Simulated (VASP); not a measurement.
**PbSe (Clausthalite): band structure with TB-mBJ**

The system is PbSe (Clausthalite).

```
CELL_PARAMETERS angstrom
0.00000 3.06065 3.06065
3.06065 0.00000 3.06065
3.06065 3.06065 0.00000
ATOMIC_POSITIONS crystal
Pb 0.00000 0.00000 0.00000
Se 0.50000 0.50000 0.50000
```

| Item | Value |
| --- | --- |
| Program | VASP 6.6.1 |
| Task | band structure |
| Functional | TB-mBJ |
| Potentials or basis | VASP PAW PBE potentials, release 64 (Pb_d, Se) |
| Cutoff | 520 eV |
| k mesh | 6 × 6 × 6 |
| Occupations | gaussian, width 0.02 eV |
| Spin | spin-orbit coupling, no magnetisation |
| Ladder | free |
| Further INCAR settings | ALGO = Normal; EDIFF = 1e-06 |

The valence electrons inside the program's atomic spheres are Pb 11.71; Se 4.12.

It took 3.2 min on 2 MPI ranks on AMD EPYC 9R45 (Zen 5) (shared host), peak memory 0.35 GiB a rank.
